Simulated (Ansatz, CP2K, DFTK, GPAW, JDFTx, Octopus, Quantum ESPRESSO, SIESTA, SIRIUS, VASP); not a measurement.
# BN: programs and potentials compared

```
N B
1.0
     2.49824    0.00000    0.00000
    -1.24912    2.16354    0.00000
     0.00000    0.00000    6.63570
N B
2 2
Direct
  0.66667 0.33333 0.25000
  0.33333 0.66667 0.75000
  0.66667 0.33333 0.75000
  0.33333 0.66667 0.25000
```

Alike in all runs: task single point; functional PBEsol; k mesh 12 × 12 × 4; occupations fermi-dirac, width 0.05 eV; no spin polarisation; no spin-orbit coupling. Pressure is positive in compression and, in plane waves, holds the error of the finite cutoff.

```csv
program and potentials,plane-wave cutoff (eV),notes,band gap (eV),pressure (GPa)
"JDFTx, PseudoDojo-SR-PBEsol-0.4.1-standard with smoothed tails",1143,-,4.21,2.57
"DFTK, PseudoDojo SR PBEsol 0.4.1 standard (PBEsol)",1143,-,4.21,2.57
"SIRIUS, all-electron FP-LAPW, apw+lo standard",-,-,4.19,-
"Quantum ESPRESSO, GBRV 1.5 PBEsol",612,-,4.19,2.53
"SIESTA, files PseudoDojo sr-pbesol-0.4.1-standard, DZP (energy shift 0.003 Ry)",-,atomic basis,4.17,6.80
"Octopus, pseudodojo_pbesol (PseudoDojo 0.4, PBEsol)",-,-,4.21,-
"SIRIUS, PseudoDojo 0.4.1 PBEsol standard (scalar relativistic)",1152,-,4.21,2.56
"Ansatz, all-electron LAPW, scalar-relativistic",-,-,4.18,2.13
"GPAW, PAW data sets generated for this functional",800,-,4.19,1.39
"CP2K, POTENTIAL_UZH N GTH-PBE-q5, B GTH-PBE-q3; TZVP-MOLOPT-PBE-GTH basis",-,atomic basis; potentials made for PBE,4.17,4.18
"VASP, PBE PAW files B, N, 520 eV",520,potentials made for PBE,4.18,2.46
```

The band gap spans 4.17 (SIESTA, files PseudoDojo sr-pbesol-0.4.1-standard, DZP (energy shift 0.003 Ry)) to 4.21 eV (SIRIUS, PseudoDojo 0.4.1 PBEsol standard (scalar relativistic)), with all-electron results at 4.18 to 4.19. The pressure spans 1.39 (GPAW, PAW data sets generated for this functional) to 6.80 GPa (SIESTA, files PseudoDojo sr-pbesol-0.4.1-standard, DZP (energy shift 0.003 Ry)), with all-electron results at 2.13. The pressure on the cell as given of SIESTA, files PseudoDojo sr-pbesol-0.4.1-standard, DZP (energy shift 0.003 Ry); CP2K, POTENTIAL_UZH N GTH-PBE-q5, B GTH-PBE-q3; TZVP-MOLOPT-PBE-GTH basis lies far from the others; the cause wasn't traced. The gap is indirect and read on the mesh alone. Rows in atomic bases carry the error of their basis and grid, which can be large.

Differences between rows come from potentials, basis sets and numerical settings, since the functional is the same but for its coding. Runs on potential files found faulty are left out.
